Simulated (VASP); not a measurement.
# AlP (F-43m) in VASP: further runs, part 2 of 3

VASP 6.6.1.

## (3) Optical spectrum, PBE

Input file INCAR:

```
PREC = Accurate
ENCUT = 520
EDIFF = 1E-6
ISMEAR = 0
SIGMA = 0.03
LREAL = False
LASPH = True
NELM = 80
ALGO = Normal
ISIF = 2
LWAVE = False
LCHARG = False
GGA = PE
LOPTICS = True
NBANDS = 28
NEDOS = 1000
CSHIFT = 0.1
```

Input file KPOINTS:

```
Automatic mesh
0
Gamma
  8 8 8
```

Input file POSCAR:

```
AlP                                     
1.0
    0.0000000000      2.7357031041      2.7357031041
    2.7357031041      0.0000000000      2.7357031041
    2.7357031041      2.7357031041      0.0000000000
  Al              P             
     1     1
Direct
     0.0000000000000000    0.0000000000000000    0.0000000000000000
     0.2500000000000000    0.2500000000000000    0.2500000000000000
```

Potentials or basis: VASP PAW PBE potentials, release 64 (Al, P).

Launch:

```console
> cat potpaw_PBE.64/Al/POTCAR potpaw_PBE.64/P/POTCAR > POTCAR
> mpirun -np 1 vasp_std > vasp.out
```

OUTCAR:

```text
PREC = Accurate
   ENCUT = 520
   EDIFF = 1E-6
   ISMEAR = 0
   LREAL = False
   LASPH = True
   NELM = 80
   ISIF = 2
   GGA = PE

 ion  position               nearest neighbor table
   1  0.000  0.000  0.000-   2 2.37   2 2.37   2 2.37   2 2.37
   2  0.250  0.250  0.250-   1 2.37   1 2.37   1 2.37   1 2.37

  LATTYP: Found a face centered cubic cell.
 ALAT       =     5.4714062082

  Lattice vectors:

 A1 = (   0.0000000000,   2.7357031041,   2.7357031041)
 A2 = (   2.7357031041,   0.0000000000,   2.7357031041)
 A3 = (   2.7357031041,   2.7357031041,   0.0000000000)

Analysis of symmetry for initial positions (statically):
=====================================================================
 Subroutine PRICEL returns:
 Original cell was already a primitive cell.

 Routine SETGRP: Setting up the symmetry group for a
 face centered cubic supercell.

 Subroutine GETGRP returns: Found 24 space group operations
 (whereof 24 operations were pure point group operations)
 out of a pool of 48 trial point group operations.

The static configuration has the point symmetry T_d .

Analysis of symmetry for dynamics (positions and initial velocities):
=====================================================================
 Subroutine PRICEL returns:
 Original cell was already a primitive cell.

 Routine SETGRP: Setting up the symmetry group for a
 face centered cubic supercell.

 Subroutine GETGRP returns: Found 24 space group operations
 (whereof 24 operations were pure point group operations)
 out of a pool of 48 trial point group operations.

The dynamic configuration has the point symmetry T_d .

 Subroutine INISYM returns: Found 24 space group operations
 (whereof 24 operations are pure point group operations),
 and found     1 'primitive' translations

----------------------------------------------------------------------------------------

                                     Primitive cell
[... 133 lines left out ...]
  ---------------------------------------------------
  ext. energy  EPLUGINS =         0.00000000
  ---------------------------------------------------
  free energy    TOTEN  =       -10.37293093 eV

  energy without entropy =      -10.37293093  energy(sigma->0) =      -10.37293093

 E-fermi :   4.6708     XC(G=0):  -9.1847

 val. band max:        4.5231151120   @ k =   0.0000   0.0000   0.0000
 cond. band min:       6.1147728181   @ k =   0.5000   0.5000   0.0000
 fundamental gap:      1.5916577061
 Fermi energy:         4.6708043031

 k-point     1 :       0.0000    0.0000    0.0000
  band No.  band energies     occupation
      1      -6.9464      2.00000
      2       4.5231      2.00000
      3       4.5231      2.00000
      4       4.5231      2.00000
      5       7.7753      0.00000
      6       9.0760      0.00000
[... 433 lines left out ...]
      3       1.9435      2.00000
      4       3.0495      2.00000
      5       8.4679      0.00000
      6       9.0497      0.00000
[... 8 lines left out ...]
     15      23.6519      0.00000
     16      23.7746      0.00000

 [... further k-points ...]

 [bands above 16 left out]

------------------------ aborting loop because EDIFF is reached ----------------------------------------

  FORCE on cell =-STRESS in cart. coord.  units (eV):
  Direction    XX          YY          ZZ          XY          YZ          ZX
  --------------------------------------------------------------------------------------
  -------------------------------------------------------------------------------------
  Total        0.4130987      0.4130987      0.4130987      0.0000000      0.0000000      0.0000000
  in kB       16.1632055     16.1632055     16.1632055      0.0000000      0.0000000      0.0000000
  external PRESSURE =      16.1632055 kB  Pullay stress =       0.0000000 kB

 VOLUME and BASIS-vectors are now :
 -----------------------------------------------------------------------------
  energy-cutoff  :      520.00
  volume of cell :       40.95
      direct lattice vectors                 reciprocal lattice vectors
     0.000000000  2.735703104  2.735703104    -0.182768371  0.182768371  0.182768371
     2.735703104  0.000000000  2.735703104     0.182768371 -0.182768371  0.182768371
     2.735703104  2.735703104  0.000000000     0.182768371  0.182768371 -0.182768371

 POSITION                                       TOTAL-FORCE (eV/Angst)
 -----------------------------------------------------------------------------------
      0.00000      0.00000      0.00000         0.000000      0.000000      0.000000
      1.36785      1.36785      1.36785        -0.000000     -0.000000     -0.000000
 -----------------------------------------------------------------------------------
    total drift:                               -0.000000     -0.000000     -0.000000

  FREE ENERGIE OF THE ION-ELECTRON SYSTEM (eV)
  ---------------------------------------------------
  free  energy   TOTEN  =       -10.3729309254 eV

  energy  without entropy=      -10.3729309254  energy(sigma->0) =      -10.37293093

 electrical conductivity sigma (Mega S m-1) (frequency dependency in vasprun.xml)
  --------------------------------------------------------------------------------------
       0.000       0.000      -0.000
       0.000       0.000       0.000
       0.000       0.000       0.000

  frequency dependent IMAGINARY DIELECTRIC FUNCTION (independent particle, no local field effects) density-density
     E(ev)      X         Y         Z        XY        YZ        ZX
  --------------------------------------------------------------------------------------------------------------
     0.00000     0.00000     0.00000     0.00000     0.00000     0.00000     0.00000
     0.56927     0.04168     0.04168     0.04168     0.00000    -0.00000     0.00000
     1.13855     0.09273     0.09273     0.09273     0.00000    -0.00000     0.00000
     1.70782     0.16933     0.16933     0.16933     0.00000    -0.00000     0.00000
     2.27710     0.31437     0.31437     0.31437     0.00000    -0.00000     0.00000
     2.84637     0.72641     0.72641     0.72641     0.00000    -0.00000     0.00000
[... 92 lines left out ...]
    55.78885     0.00030     0.00030     0.00030     0.00000    -0.00000     0.00000
    56.35812     0.00029     0.00029     0.00029     0.00000    -0.00000     0.00000

  frequency dependent      REAL DIELECTRIC FUNCTION (independent particle, no local field effects) density-density
     E(ev)        X           Y           Z          XY          YZ          ZX
  --------------------------------------------------------------------------------------------------------------
     0.00000     8.95541     8.95541     8.95541     0.00000    -0.00000     0.00000
     0.56927     9.07179     9.07179     9.07179     0.00000    -0.00000     0.00000
     1.13855     9.44618     9.44618     9.44618     0.00000    -0.00000     0.00000
     1.70782    10.17152    10.17152    10.17152    -0.00000    -0.00000     0.00000
     2.27710    11.48916    11.48916    11.48916    -0.00000     0.00000     0.00000
     2.84637    14.15933    14.15933    14.15933    -0.00000     0.00000     0.00000
[... 92 lines left out ...]
    55.78885     0.91941     0.91941     0.91941     0.00000     0.00000    -0.00000
    56.35812     0.92109     0.92109     0.92109     0.00000     0.00000    -0.00000

  frequency dependent IMAGINARY DIELECTRIC FUNCTION (independent particle, no local field effects) current-current
     E(ev)      X         Y         Z        XY        YZ        ZX
  --------------------------------------------------------------------------------------------------------------
     0.00000    27.95004    27.95004    27.95004     0.00000     0.00000     0.00000
     0.56927     2.87675     2.87675     2.87675     0.00000     0.00000     0.00000
     1.13855     1.57602     1.57602     1.57602     0.00000     0.00000     0.00000
     1.70782     1.24312     1.24312     1.24312     0.00000    -0.00000     0.00000
     2.27710     1.23547     1.23547     1.23547     0.00000    -0.00000     0.00000
     2.84637     1.65120     1.65120     1.65120     0.00000    -0.00000     0.00000
[... 92 lines left out ...]
    55.78885     0.00001     0.00001     0.00001    -0.00000    -0.00000    -0.00000
    56.35812     0.00001     0.00001     0.00001    -0.00000    -0.00000    -0.00000

  frequency dependent      REAL DIELECTRIC FUNCTION (independent particle, no local field effects) current-current
     E(ev)        X           Y           Z          XY          YZ          ZX
  --------------------------------------------------------------------------------------------------------------
     0.00000     8.94031     8.94031     8.94031    -0.00000    -0.00000    -0.00000
     0.56927     9.05505     9.05505     9.05505    -0.00000    -0.00000    -0.00000
     1.13855     9.42775     9.42775     9.42775    -0.00000    -0.00000    -0.00000
     1.70782    10.14948    10.14948    10.14948    -0.00000    -0.00000    -0.00000
     2.27710    11.45933    11.45933    11.45933    -0.00000    -0.00000    -0.00000
     2.84637    14.10651    14.10651    14.10651    -0.00000    -0.00000    -0.00000
[... 92 lines left out ...]
    55.78885     0.91944     0.91944     0.91944     0.00000     0.00000    -0.00000
    56.35812     0.92111     0.92111     0.92111     0.00000     0.00000    -0.00000
```

stdout:

```text
POSCAR found type information on POSCAR AlP
 POSCAR found :  2 types and       2 ions
 scaLAPACK will be used
 LDA part: xc-table for (Slater+PW92), standard interpolation
 POSCAR, INCAR and KPOINTS ok, starting setup
 FFT: planning ... GRIDC
 FFT: planning ... GRID_SOFT
 FFT: planning ... GRID
 WAVECAR not read
 entering main loop
 optical routines
 imaginary and real dielectric function
 recalculating local potential from charge density
 direction            1
 direction            2
 direction            3
```

It took 20 s on 1 thread of Intel Xeon Platinum 8488C (Sapphire Rapids), shared host; peak memory 0.18 GiB.

What came out:

```yaml
Free_energy: -10.3729 eV
Pressure: 1.6 GPa
Band_gap_on_the_k_mesh: 1.59 eV, indirect (least direct gap 3.25 eV)
```

Dielectric function (mean over the directions given):
| energy (eV) | real part | imaginary part |
| --- | --- | --- |
| 0.28 | 8.98 | 0.02 |
| 0.74 | 9.15 | 0.06 |
| 1.25 | 9.56 | 0.11 |
| 1.76 | 10.27 | 0.18 |
| 2.28 | 11.49 | 0.31 |
| 2.79 | 13.78 | 0.65 |
| 3.30 | 18.65 | 2.89 |
| 3.81 | 18.24 | 14.34 |
| 4.27 | 25.37 | 30.06 |
| 4.78 | -7.16 | 12.11 |
| 5.29 | 2.88 | 11.65 |
| 5.81 | -5.95 | 14.24 |
| 6.32 | -6.40 | 9.48 |
| 6.83 | -6.55 | 5.42 |
| 7.34 | -5.05 | 3.81 |
| 7.86 | -3.30 | 2.00 |
| 8.31 | -1.58 | 2.98 |
| 8.82 | -3.36 | 2.32 |
| 9.34 | -2.14 | 1.60 |
| 9.85 | -2.47 | 1.16 |
| 10.36 | -1.88 | 1.26 |
| 10.87 | -1.86 | 0.65 |
| 11.39 | -1.24 | 0.75 |
| 11.90 | -1.28 | 0.58 |
| 12.35 | -0.86 | 0.37 |
| 12.87 | -0.86 | 0.34 |
| 13.38 | -0.59 | 0.31 |
| 13.89 | -0.39 | 0.41 |
| 14.40 | -0.46 | 0.32 |
| 14.91 | -0.27 | 0.26 |
| 15.43 | -0.24 | 0.20 |
| 15.94 | -0.15 | 0.23 |
| 16.40 | -0.02 | 0.17 |
| 16.91 | -0.01 | 0.16 |
| 17.42 | 0.07 | 0.12 |
| 17.93 | 0.16 | 0.17 |
| 18.44 | 0.14 | 0.14 |
| 18.96 | 0.21 | 0.09 |
| 19.47 | 0.27 | 0.06 |
| 19.98 | 0.32 | 0.07 |

Caveat: spectra need much finer meshes, so this one isn't converged; independent-particle spectra lack excitons.

## (4) Band structure, PBE

Input file INCAR:

```
SYSTEM = AlP
  PREC = Accurate
  ENCUT = 520
  EDIFF = 1E-6
  ISMEAR = 0
  SIGMA = 0.03
  LREAL = .FALSE.
  LASPH = .TRUE.
  NELM = 80
  ALGO = Normal
  ISIF = 2
  LWAVE = .FALSE.
  LCHARG = .FALSE.
  GGA = PE
  NBANDS = 11
```

Input file KPOINTS:

```
Automatic mesh
0
G
  8 8 8
  0 0 0
```

POSCAR is that of step 3.

Input file KPOINTS_OPT:

```
explicit points
202
Reciprocal
 0.0000000000  0.0000000000  0.0000000000 1
 0.0555555556  0.0000000000  0.0555555556 1
 0.1111111111  0.0000000000  0.1111111111 1
 0.1666666667  0.0000000000  0.1666666667 1
 0.2222222222  0.0000000000  0.2222222222 1
 0.2777777778  0.0000000000  0.2777777778 1
[... 194 lines left out ...]
 0.5107354300  0.0214708600  0.5107354300 1
 0.4892645700 -0.0214708600  0.4892645700 1
```

Launch:

```console
> cat potpaw_PBE.64/Al/POTCAR potpaw_PBE.64/P/POTCAR > POTCAR
> mpirun -np 1 vasp_std > vasp.out
```

Run time: 26 s. Hardware: 1 thread of Intel Xeon 6975P-C (Granite Rapids), shared host; peak memory 0.17 GiB.

It converged, with:

```
Free energy             : -10.3729 eV
Pressure                : 1.6 GPa
Band gap on the k mesh  : 1.59 eV, indirect (least direct gap 3.25 eV)
Band gap along the path : 1.59 eV, indirect (least direct gap 3.25 eV)
```

Levels at the corners of the path, in eV from the valence-band top:
```tsv
point	band 1	band 2	band 3	band 4	band 5	band 6	band 7	band 8
Γ	-11.47	0.00	0.00	0.00	3.25	4.55	4.55	4.55
X	-9.15	-5.29	-2.09	-2.09	1.59	2.47	11.02	11.02
X	-9.15	-5.29	-2.09	-2.09	1.59	2.47	11.02	11.02
W	-9.10	-4.90	-3.15	-2.79	4.32	5.91	6.14	6.36
W	-9.10	-4.90	-3.15	-2.79	4.32	5.91	6.14	6.36
K	-9.18	-5.01	-3.39	-1.72	2.44	5.10	8.44	8.71
K	-9.18	-5.01	-3.39	-1.72	2.44	5.10	8.44	8.71
Γ	-11.47	0.00	0.00	0.00	3.25	4.55	4.55	4.55
Γ	-11.47	0.00	0.00	0.00	3.25	4.55	4.55	4.55
L	-9.81	-5.50	-0.76	-0.76	2.79	4.82	4.82	8.26
L	-9.81	-5.50	-0.76	-0.76	2.79	4.82	4.82	8.26
U	-9.18	-5.01	-3.39	-1.72	2.44	5.10	8.44	8.71
U	-9.18	-5.01	-3.39	-1.72	2.44	5.10	8.44	8.71
W	-9.10	-4.90	-3.15	-2.79	4.32	5.91	6.14	6.36
W	-9.10	-4.90	-3.15	-2.79	4.32	5.91	6.14	6.36
L	-9.81	-5.50	-0.76	-0.76	2.79	4.82	4.82	8.26
L	-9.81	-5.50	-0.76	-0.76	2.79	4.82	4.82	8.26
K	-9.18	-5.01	-3.39	-1.72	2.44	5.10	8.44	8.71
U	-9.18	-5.01	-3.39	-1.72	2.44	5.10	8.44	8.71
X	-9.15	-5.29	-2.09	-2.09	1.59	2.47	11.02	11.02
```

(Part 2 of 3 ends here.)
